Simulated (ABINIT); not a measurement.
Crystal: FeO (Wuestite).

```xyz
2
Lattice="1.5188 0.8769 2.5196 -1.5188 0.8769 2.5196 0.0000 -1.7538 2.5196" Properties=species:S:1:pos:R:3 pbc="T T T"
Fe    0.0000    0.0000    0.0000
O     0.0000    0.0000    3.7794
```

Base run:

* Program: ABINIT 10.8.3 (patched build)
* Functional: PBE
* Potentials or basis: JTH PAW PBE v2.0
* Cutoff: 707 eV
* k mesh: 11 × 11 × 11
* Occupations: fermi-dirac, width 0.05 eV
* Spin: collinear spin, ferromagnetic start
* Starting moments: [3.0, 0.0] μB

Its results: band gap on the k mesh none (metal or under the smearing width); pressure -1.8 GPa; net moment 4.00 μB per cell; site moments Fe +3.59; O +0.28 μB.

Q: The run is repeated on the same cell with these changes: functional from PBE to PBEsol. What comes out?

A: Band gap on the k mesh none (metal or under the smearing width); pressure -9.9 GPa; net moment 4.00 μB per cell; site moments Fe +3.58; O +0.29 μB.

PBEsol binds more tightly than PBE, so the same cell stands under less pressure.

Caveats: a cell with one magnetic atom can't hold antiferromagnetic order, which such compounds often take; semilocal functionals often make such compounds metallic where correlation or magnetic order opens a gap, which also shifts bond lengths; the PAW data sets were made with another functional, which shifts forces and pressure a little (some runs).

Not every run made on this cell is shown here.
